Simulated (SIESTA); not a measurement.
Cu:

```
Cu
1.0
     2.43693    0.00000    0.00000
     0.00000    7.95276    0.00000
     0.00000    0.00000    2.47550
Cu
4
Direct
  0.50000 0.63387 0.75000
  0.50000 0.36613 0.25000
  0.00000 0.13387 0.75000
  0.00000 0.86613 0.25000
```

This isn't the form of Cu at room conditions, which is fcc.

Base run:

```yaml
Program: SIESTA 5.4.2
Functional: LDA
Potentials_or_basis: PseudoDojo 0.4 standard (LDA files)
Basis: DZP (energy shift 0.003 Ry; two zetas on semicore shells)
Grid_cutoff: 800 Ry
Energy_shift: 0.003 Ry
k_mesh: 11 × 4 × 11
Occupations: fermi-dirac, width 0.05 eV
Spin: no spin polarisation
```

Its results: band gap on the k mesh none (metal or under the smearing width); pressure -8.1 GPa.

Task: The run is repeated on the same cell with these changes: functional from LDA to PBEsol; potentials or basis from PseudoDojo 0.4 standard (LDA files) to PseudoDojo 0.4 standard (PBEsol files). What comes out?

Result: Band gap on the k mesh none (metal or under the smearing width); pressure -1.8 GPa.

Caveats: short orbitals over semicore shells can move pressures by several GPa; the basis of atomic orbitals isn't converged, which shifts pressures, moduli and gaps.
